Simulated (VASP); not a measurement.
# TiSi2 (Fddd) in VASP: further runs, part 2 of 2

VASP 6.6.1. The steps go on from the part before.

## Step 4: Relaxation of cell and atoms, PBEsol+U

Contents of INCAR:

```
SYSTEM = TiSi2
PREC = Accurate ; ENCUT = 600
EDIFF = 1E-7 ; ISMEAR = -1
SIGMA = 0.05 ; LREAL = .FALSE.
LASPH = .TRUE. ; NELM = 80
ALGO = Normal ; ISIF = 3
LWAVE = .FALSE. ; LCHARG = .FALSE.
LMAXMIX = 4 ; LDAU = .TRUE.
LDAUTYPE = 2 ; LDAUL = 2 -1
LDAUU = 3 0 ; LDAUJ = 0 0
LDAUPRINT = 1 ; GGA = PS
IBRION = 2 ; NSW = 60
EDIFFG = -0.01
```

Contents of KPOINTS:

```
regular mesh
0
G
  5 5 5
  0 0 0
```

Contents of POSCAR:

```
TiSi2
1.0
    0.0000000000      4.1175163063      4.2628978354
    2.3895119538      0.0000000000      4.2628978354
    2.3895119538      4.1175163063      0.0000000000
Ti Si
2 4
Direct
    0.7500000000      0.7500000000      0.7500000000
    0.5000000000      0.5000000000      0.5000000000
    0.4125656100      0.0874343900      0.4125656100
    0.0874343900      0.4125656100      0.0874343900
    0.1625656100      0.8374343900      0.1625656100
    0.8374343900      0.1625656100      0.8374343900
```

Potentials or basis: VASP PAW PBE potentials, release 64 (Ti_sv, Si).

Launch:

```sh
cat potpaw_PBE.64/Ti_sv/POTCAR potpaw_PBE.64/Si/POTCAR > POTCAR
mpirun -np 1 vasp_std > vasp.out
```

OUTCAR:

```text
SYSTEM = TiSi2
   PREC = Accurate
   ENCUT = 600
   EDIFF = 1E-7
   ISMEAR = -1
   LREAL = .FALSE.
   LASPH = .TRUE.
   NELM = 80
   ISIF = 3
   GGA = PS
   IBRION = 2
   NSW = 60
   EDIFFG = -0.01

 ion  position               nearest neighbor table
   1  0.750  0.750  0.750-   6 2.55   5 2.55   6 2.55   5 2.55   3 2.74   3 2.74   4 2.74   4 2.74
                             3 2.78   4 2.78
   2  0.500  0.500  0.500-   4 2.55   3 2.55   4 2.55   3 2.55   5 2.74   5 2.74   6 2.74   6 2.74
                             5 2.78   6 2.78
   3  0.413  0.087  0.413-   6 2.52   6 2.52   2 2.55   2 2.55   4 2.68   1 2.74   1 2.74   1 2.78
                             4 2.79   4 2.79
   4  0.087  0.413  0.087-   5 2.52   5 2.52   2 2.55   2 2.55   3 2.68   1 2.74   1 2.74   1 2.78
                             3 2.79   3 2.79
   5  0.163  0.837  0.163-   4 2.52   4 2.52   1 2.55   1 2.55   6 2.68   2 2.74   2 2.74   2 2.78
                             6 2.79   6 2.79
   6  0.837  0.163  0.837-   3 2.52   3 2.52   1 2.55   1 2.55   5 2.68   2 2.74   2 2.74   2 2.78
                             5 2.79   5 2.79

  LATTYP: Found a face centered orthorhombic cell.
[... 1151 lines left out ...]
  o =  0.1938  v =  1.0000  0.0000  0.0000  0.0000  0.0000  0.0000  0.0000  0.0000  0.0000  0.0000      0.0000  0.0000  0.0000  0.0000  0.0000  0.0000  0.0000  0.0000  0.0000  0.0000
  o =  0.1938  v =  0.0000  0.0000  0.0000  0.0000  0.0000  1.0000  0.0000  0.0000  0.0000  0.0000      0.0000  0.0000  0.0000  0.0000  0.0000  0.0000  0.0000  0.0000  0.0000  0.0000
  o =  0.1967  v =  0.0000  0.0000 -0.7664  0.0000  0.6423  0.0000  0.0000  0.0000  0.0000  0.0000      0.0000  0.0000  0.0000  0.0000  0.0000  0.0000  0.0000  0.0000  0.0000  0.0000
  o =  0.1967  v =  0.0000  0.0000  0.0000  0.0000  0.0000  0.0000  0.0000 -0.7664  0.0000  0.6423      0.0000  0.0000  0.0000  0.0000  0.0000  0.0000  0.0000  0.0000  0.0000  0.0000
  o =  0.2013  v =  0.0000  0.0000  0.0000  0.0000  0.0000  0.0000  1.0000  0.0000  0.0000 -0.0000      0.0000  0.0000  0.0000  0.0000  0.0000  0.0000  0.0000  0.0000  0.0000  0.0000
  o =  0.2013  v =  0.0000  1.0000  0.0000  0.0000 -0.0000  0.0000  0.0000  0.0000  0.0000  0.0000      0.0000  0.0000  0.0000  0.0000  0.0000  0.0000  0.0000  0.0000  0.0000  0.0000
  o =  0.2264  v =  0.0000  0.0000 -0.0000 -1.0000  0.0000  0.0000  0.0000  0.0000  0.0000  0.0000      0.0000  0.0000  0.0000  0.0000  0.0000  0.0000  0.0000  0.0000  0.0000  0.0000
  o =  0.2264  v =  0.0000  0.0000  0.0000  0.0000  0.0000  0.0000  0.0000 -0.0000 -1.0000  0.0000      0.0000  0.0000  0.0000  0.0000  0.0000  0.0000  0.0000  0.0000  0.0000  0.0000

--------------------------------------- Ionic step        7  -------------------------------------------

 number of electron      39.9999999 magnetization

 Free energy of the ion-electron system (eV)
  ---------------------------------------------------
  ext. energy  EPLUGINS =         0.00000000
  ---------------------------------------------------
  free energy    TOTEN  =       -38.80388572 eV

  energy without entropy =      -38.78431510  energy(sigma->0) =      -38.79410041

 E-fermi :  10.1014     XC(G=0): -11.7793

 val. band max:       10.0798652381   @ k =  -0.2000   0.4000   0.4000
 cond. band min:      10.1347209335   @ k =   0.0000   0.2000   0.2000
 fundamental gap:      0.0548556954
 Fermi energy:        10.1013712769

 k-point     1 :       0.0000    0.0000    0.0000
  band No.  band energies     occupation
      1     -46.7558      2.00000
      2     -46.7295      2.00000
      3     -23.2062      2.00000
      4     -23.1910      2.00000
      5     -23.1026      2.00000
      6     -23.0992      2.00000
[... 672 lines left out ...]
  FREE ENERGIE OF THE ION-ELECTRON SYSTEM (eV)
  ---------------------------------------------------
  free  energy   TOTEN  =       -38.8038857170 eV

  energy  without entropy=      -38.7843151008  energy(sigma->0) =      -38.79410041

 reached required accuracy - stopping structural energy minimisation
```

OSZICAR:

```text
N       E                     dE             d eps       ncg     rms          rms(c)
DAV:   1     0.411110122301E+03    0.41111E+03   -0.21126E+04  1296   0.196E+03
[... 75 lines left out ...]
DAV:   3    -0.388039812608E+02    0.46043E-03   -0.17899E-03  1936   0.290E-01    0.799E-02
DAV:   4    -0.388038726717E+02    0.10859E-03   -0.71276E-04  2200   0.228E-01    0.382E-02
DAV:   5    -0.388038791802E+02   -0.65085E-05   -0.80077E-05  1656   0.767E-02    0.302E-02
DAV:   6    -0.388038864546E+02   -0.72743E-05   -0.18431E-05  1912   0.361E-02    0.802E-03
DAV:   7    -0.388038857807E+02    0.67383E-06   -0.59288E-06  2048   0.207E-02    0.312E-03
DAV:   8    -0.388038856307E+02    0.15000E-06   -0.38586E-07  1368   0.521E-03    0.919E-04
DAV:   9    -0.388038857170E+02   -0.86215E-07   -0.40541E-08  1008   0.196E-03
   7 F= -.38803886E+02 E0= -.38794100E+02  d E =-.722689E-03
```

CONTCAR:

```text
TiSi2
   1.00000000000000
     0.0000000000000000    4.1253961123206331    4.3023942727744213
     2.3915588089775324    0.0000000000000000    4.3023942727744213
     2.3915588089775324    4.1253961123206331    0.0000000000000000
  Ti              Si
     2     4
Direct
     0.7500000000000000    0.7500000000000000    0.7500000000000000
     0.5000000000000000    0.5000000000000000    0.5000000000000000
     0.4100585948518606    0.0899414051481394    0.4100585948518606
     0.0899414051481394    0.4100585948518606    0.0899414051481394
     0.1600585948518606    0.8399414051481393    0.1600585948518606
     0.8399414051481393    0.1600585948518606    0.8399414051481393

  0.00000000E+00  0.00000000E+00  0.00000000E+00
  0.00000000E+00  0.00000000E+00  0.00000000E+00
  0.00000000E+00  0.00000000E+00  0.00000000E+00
  0.00000000E+00  0.00000000E+00  0.00000000E+00
  0.00000000E+00  0.00000000E+00  0.00000000E+00
  0.00000000E+00  0.00000000E+00  0.00000000E+00
```

Run time: 8.5 min. Hardware: 1 thread of Intel Xeon Platinum 8375C at 2.90GHz (Ice Lake), shared host; peak memory 0.3 GiB.

Results:

```yaml
Free_energy: -38.8039 eV
Relaxed_volume: 14.15 Å³/atom
Relaxed_cell: a = 5.961 Å, b = 4.922 Å, c = 4.768 Å, α = 75.90°, β = 53.22°, γ = 50.88°
Space_group_after_relaxing_to_0.05_Å: Fddd (No. 70)
Energy_gained_by_relaxing: 2.3 meV/atom
Ionic_steps: 7
Pressure_after_relaxing: 0.0 GPa
Band_gap_on_the_k_mesh: none (metal or under the smearing width)
```

Step by step:
```
step  energy change (eV)  largest force (eV/Å)  pressure (GPa)  volume (Å³)
   1              0.0000                0.1117            1.89        83.88
   2             -0.0033                0.1031           -1.91        85.90
   3             -0.0095                0.1068           -0.25        84.99
   4             -0.0116                0.0792           -0.11        84.89
   5             -0.0129                0.0178            0.22        84.69
   6             -0.0130                0.0322            0.16        84.74
   7             -0.0137                0.0012           -0.02        84.90
```

Final structure:
```yaml
crystal:
  lattice:
    - [0.00000, 4.12540, 4.30239]
    - [2.39156, 0.00000, 4.30239]
    - [2.39156, 4.12540, 0.00000]
  atoms:
    - { symbol: Ti, position: [0.75000, 0.75000, 0.75000] }
    - { symbol: Ti, position: [0.50000, 0.50000, 0.50000] }
    - { symbol: Si, position: [0.41006, 0.08994, 0.41006] }
    - { symbol: Si, position: [0.08994, 0.41006, 0.08994] }
    - { symbol: Si, position: [0.16006, 0.83994, 0.16006] }
    - { symbol: Si, position: [0.83994, 0.16006, 0.83994] }
```

Eigenvalues of the final occupation matrices:
```tsv
site	spin	trace	eigenvalues
site 1 d	1	0.98	0.17 0.19 0.20 0.20 0.23
site 1 d	2	0.98	0.17 0.19 0.20 0.20 0.23
site 2 d	1	0.98	0.17 0.19 0.20 0.20 0.23
site 2 d	2	0.98	0.17 0.19 0.20 0.20 0.23
```

Caveat: the PAW data sets were made with another functional, which shifts forces and pressure a little; U without spin polarisation on a metal has little footing; the U is typed as a test and isn't derived for this compound.

## Step 5: Relaxation of cell and atoms, PBEsol+U

Edit INCAR of step 4 so:

```diff
@@ -9,3 +9,3 @@
 LDAUTYPE = 2 ; LDAUL = 2 -1
-LDAUU = 3 0 ; LDAUJ = 0 0
+LDAUU = 4 0 ; LDAUJ = 0 0
 LDAUPRINT = 1 ; GGA = PS
```

KPOINTS is that of step 4.

POSCAR is that of step 4.

Potentials or basis: VASP PAW PBE potentials, release 64 (Ti_sv, Si).

Launch:

```sh
cat potpaw_PBE.64/Ti_sv/POTCAR potpaw_PBE.64/Si/POTCAR > POTCAR
mpirun -np 1 vasp_std > vasp.out
```

OUTCAR:

```text
SYSTEM = TiSi2
   PREC = Accurate
   ENCUT = 600
   EDIFF = 1E-7
   ISMEAR = -1
   LREAL = .FALSE.
   LASPH = .TRUE.
   NELM = 80
   ISIF = 3
   GGA = PS
   IBRION = 2
   NSW = 60
   EDIFFG = -0.01

 ion  position               nearest neighbor table
   1  0.750  0.750  0.750-   6 2.55   5 2.55   6 2.55   5 2.55   3 2.74   3 2.74   4 2.74   4 2.74
                             3 2.78   4 2.78
   2  0.500  0.500  0.500-   4 2.55   3 2.55   4 2.55   3 2.55   5 2.74   5 2.74   6 2.74   6 2.74
                             5 2.78   6 2.78
   3  0.413  0.087  0.413-   6 2.52   6 2.52   2 2.55   2 2.55   4 2.68   1 2.74   1 2.74   1 2.78
                             4 2.79   4 2.79
   4  0.087  0.413  0.087-   5 2.52   5 2.52   2 2.55   2 2.55   3 2.68   1 2.74   1 2.74   1 2.78
                             3 2.79   3 2.79
   5  0.163  0.837  0.163-   4 2.52   4 2.52   1 2.55   1 2.55   6 2.68   2 2.74   2 2.74   2 2.78
                             6 2.79   6 2.79
[... 1201 lines left out ...]
  o =  0.2230  v =  0.0000  0.0000  0.0000  0.0000  0.0000  0.0000 -0.0000  0.0000 -1.0000 -0.0000      0.0000  0.0000  0.0000  0.0000  0.0000  0.0000  0.0000  0.0000  0.0000  0.0000
  o =  0.2230  v =  0.0000 -0.0000  0.0000 -1.0000 -0.0000  0.0000  0.0000  0.0000  0.0000  0.0000      0.0000  0.0000  0.0000  0.0000  0.0000  0.0000  0.0000  0.0000  0.0000  0.0000

--------------------------------------- Ionic step        8  -------------------------------------------

 number of electron      40.0000000 magnetization

 Free energy of the ion-electron system (eV)
  ---------------------------------------------------
  ext. energy  EPLUGINS =         0.00000000
  ---------------------------------------------------
  free energy    TOTEN  =       -37.24311435 eV

  energy without entropy =      -37.22420422  energy(sigma->0) =      -37.23365928

 E-fermi :  10.0731     XC(G=0): -11.7446

 val. band max:       10.0694894625   @ k =  -0.2000   0.4000   0.4000
 cond. band min:      10.1033638731   @ k =   0.0000   0.2000   0.2000
 fundamental gap:      0.0338744106
 Fermi energy:        10.0730524437

 k-point     1 :       0.0000    0.0000    0.0000
  band No.  band energies     occupation
      1     -47.1176      2.00000
      2     -47.0927      2.00000
      3     -23.5565      2.00000
      4     -23.5304      2.00000
      5     -23.4576      2.00000
      6     -23.4436      2.00000
[... 672 lines left out ...]
  FREE ENERGIE OF THE ION-ELECTRON SYSTEM (eV)
  ---------------------------------------------------
  free  energy   TOTEN  =       -37.2431143526 eV

  energy  without entropy=      -37.2242042164  energy(sigma->0) =      -37.23365928

 reached required accuracy - stopping structural energy minimisation
```

OSZICAR:

```text
N       E                     dE             d eps       ncg     rms          rms(c)
DAV:   1     0.412944732607E+03    0.41294E+03   -0.21117E+04  1296   0.196E+03
DAV:   2     0.108773445727E+02   -0.40207E+03   -0.39861E+03  1296   0.528E+02
DAV:   3    -0.391481244117E+02   -0.50025E+02   -0.49301E+02  2320   0.146E+02
[... 82 lines left out ...]
DAV:   3    -0.372431187113E+02    0.23928E-04   -0.64758E-05  1784   0.648E-02    0.167E-02
DAV:   4    -0.372431134096E+02    0.53017E-05   -0.21799E-05  2032   0.433E-02    0.404E-03
DAV:   5    -0.372431139898E+02   -0.58018E-06   -0.34041E-06  1616   0.167E-02    0.270E-03
DAV:   6    -0.372431143459E+02   -0.35606E-06   -0.57050E-07  1664   0.537E-03    0.632E-04
DAV:   7    -0.372431143526E+02   -0.67071E-08   -0.55990E-08   968   0.217E-03
   8 F= -.37243114E+02 E0= -.37233659E+02  d E =-.212113E-03
```

It took 8.4 min on 1 thread of Intel Xeon Platinum 8375C at 2.90GHz (Ice Lake), shared host; peak memory 0.31 GiB.

Results:

- Free energy: -37.2431 eV
- Relaxed volume: 14.27 Å³/atom
- Relaxed cell: a = 5.977 Å, b = 4.935 Å, c = 4.784 Å, α = 75.90°, β = 53.19°, γ = 50.91°
- Space group after relaxing (to 0.05 Å): Fddd (No. 70)
- Energy gained by relaxing: 4.6 meV/atom
- Ionic steps: 8
- Pressure after relaxing: 0.0 GPa
- Band gap on the k mesh: none (metal or under the smearing width)

The path:
| step | energy change (eV) | largest force (eV/Å) | pressure (GPa) | volume (Å³) |
| --- | --- | --- | --- | --- |
| 1 | 0.0000 | 0.1481 | 3.17 | 83.88 |
| 2 | -0.0046 | 0.1343 | -2.95 | 87.29 |
| 3 | -0.0207 | 0.1403 | -0.20 | 85.67 |
| 4 | -0.0240 | 0.1046 | -0.14 | 85.64 |
| 5 | -0.0275 | 0.0145 | 0.03 | 85.58 |
| 6 | -0.0275 | 0.0107 | 0.04 | 85.58 |
| 7 | -0.0277 | 0.0040 | -0.02 | 85.64 |
| 8 | -0.0277 | 0.0003 | 0.00 | 85.62 |

Final structure:
```
Ti Si
1.0
     0.00000    4.13895    4.31268
     2.39834    0.00000    4.31268
     2.39834    4.13895    0.00000
Ti Si
2 4
Cartesian
  3.5975 6.2084 6.4690
  2.3983 4.1389 4.3127
  1.1992 3.3878 2.1563
  1.1992 0.7512 2.1563
  2.3983 1.3183 4.3127
  2.3983 6.9596 4.3127
```

Eigenvalues of the final occupation matrices:
```tsv
site	spin	trace	eigenvalues
site 1 d	1	0.96	0.16 0.19 0.19 0.20 0.22
site 1 d	2	0.96	0.16 0.19 0.19 0.20 0.22
site 2 d	1	0.96	0.16 0.19 0.19 0.20 0.22
site 2 d	2	0.96	0.16 0.19 0.19 0.20 0.22
```

Caveat: the PAW data sets were made with another functional, which shifts forces and pressure a little; U without spin polarisation on a metal has little footing; the U is typed as a test and isn't derived for this compound.

## Step 6: Relaxation of cell and atoms, PBEsol+U

Edit INCAR of step 5 so:

```diff
@@ -9,3 +9,3 @@
 LDAUTYPE = 2 ; LDAUL = 2 -1
-LDAUU = 4 0 ; LDAUJ = 0 0
+LDAUU = 5 0 ; LDAUJ = 0 0
 LDAUPRINT = 1 ; GGA = PS
```

KPOINTS is that of step 5.

POSCAR is that of step 5.

Potentials or basis: VASP PAW PBE potentials, release 64 (Ti_sv, Si).

Launch:

```sh
cat potpaw_PBE.64/Ti_sv/POTCAR potpaw_PBE.64/Si/POTCAR > POTCAR
mpirun -np 1 vasp_std > vasp.out
```

It took 9.9 min on 1 thread of Intel Xeon Platinum 8375C at 2.90GHz (Ice Lake), shared host; peak memory 0.3 GiB.

It converged, with:

```yaml
Free_energy: -35.7136 eV
Relaxed_volume: 14.40 Å³/atom
Relaxed_cell: a = 5.996 Å, b = 4.947 Å, c = 4.801 Å, α = 75.90°, β = 53.15°, γ = 50.95°
Space_group_after_relaxing_to_0.05_Å: Fddd (No. 70)
Energy_gained_by_relaxing: 8.1 meV/atom
Ionic_steps: 8
Pressure_after_relaxing: 0.0 GPa
Band_gap_on_the_k_mesh: none (metal or under the smearing width)
```

The path:
| step | energy change (eV) | largest force (eV/Å) | pressure (GPa) | volume (Å³) |
| --- | --- | --- | --- | --- |
| 1 | 0.0000 | 0.1848 | 4.48 | 83.88 |
| 2 | -0.0072 | 0.1641 | -3.96 | 88.72 |
| 3 | -0.0378 | 0.1729 | -0.19 | 86.38 |
| 4 | -0.0427 | 0.1292 | -0.17 | 86.39 |
| 5 | -0.0481 | 0.0227 | -0.07 | 86.44 |
| 6 | -0.0481 | 0.0130 | -0.06 | 86.44 |
| 7 | -0.0484 | 0.0118 | 0.01 | 86.36 |
| 8 | -0.0485 | 0.0018 | -0.02 | 86.39 |

Final structure:
```
Ti Si
1.0
     0.00000    4.15474    4.32285
     2.40499    0.00000    4.32285
     2.40499    4.15474    0.00000
Ti Si
2 4
Direct
  0.75000 0.75000 0.75000
  0.50000 0.50000 0.50000
  0.40840 0.09160 0.40840
  0.09160 0.40840 0.09160
  0.15840 0.84160 0.15840
  0.84160 0.15840 0.84160
```

Levels at points of the mesh, in eV from the Fermi level:
| k point | band 16 | band 17 | band 18 | band 19 | band 20 | band 21 | band 22 | band 23 | band 24 |
| --- | --- | --- | --- | --- | --- | --- | --- | --- | --- |
| (0.00, 0.00, 0.00) | -2.63 | -2.33 | -2.29 | -1.97 | -1.43 | -0.85 | 2.40 | 3.01 | 3.15 |

Eigenvalues of the final occupation matrices:
```tsv
site	spin	trace	eigenvalues
site 1 d	1	0.93	0.15 0.18 0.19 0.19 0.22
site 1 d	2	0.93	0.15 0.18 0.19 0.19 0.22
site 2 d	1	0.93	0.15 0.18 0.19 0.19 0.22
site 2 d	2	0.93	0.15 0.18 0.19 0.19 0.22
```

Caveat: the PAW data sets were made with another functional, which shifts forces and pressure a little; U without spin polarisation on a metal has little footing; the U is typed as a test and isn't derived for this compound.

## Step 7: For comparison

An earlier run on the cell as given: functional PBEsol; potentials or basis VASP PAW PBE potentials, release 64 (Ti_sv, Si); cutoff 520 eV; k mesh 7 × 7 × 7; occupations fermi-dirac, width 0.05 eV; no spin polarisation.

- Pressure: -1.8 GPa
- Largest force: 0.049 eV/Å
- Band gap on the k mesh: none (metal or under the smearing width)

## Step 8: Overview

| task | level | U | cell | k mesh | cutoff (eV) | ladder | gap on the mesh (eV) | pressure (GPa) | relaxed volume (Å³/atom) | largest force (eV/Å) |
| --- | --- | --- | --- | --- | --- | --- | --- | --- | --- | --- |
| relaxation of cell and atoms | PBEsol | - | relaxed | 5 × 5 × 5 | 600 | - | none | 0.0 | 13.79 | 0.01 |
| relaxation of cell and atoms | PBEsol+U | Ti d U = 2 eV | relaxed | 5 × 5 × 5 | 600 | - | none | 0.0 | 14.03 | - |
| relaxation of cell and atoms | PBEsol+U | Ti d U = 3 eV | relaxed | 5 × 5 × 5 | 600 | - | none | 0.0 | 14.15 | - |
| relaxation of cell and atoms | PBEsol+U | Ti d U = 4 eV | relaxed | 5 × 5 × 5 | 600 | - | none | 0.0 | 14.27 | - |
| relaxation of cell and atoms | PBEsol+U | Ti d U = 5 eV | relaxed | 5 × 5 × 5 | 600 | - | none | 0.0 | 14.40 | - |
| single point | PBEsol | - | as given | 7 × 7 × 7 | 520 | free | none | -1.8 | - | 0.05 |

Alike in all rows: potentials or basis VASP PAW PBE potentials, release 64 (Ti_sv, Si); no spin polarisation; smearing fermi-dirac 0.05 eV.

Caveats: the PAW data sets were made with another functional, which shifts forces and pressure a little; U without spin polarisation on a metal has little footing (some runs); the U is typed as a test and isn't derived for this compound (some runs).

Total energies depend on the potentials used, so only differences within one code and one set of settings carry meaning.
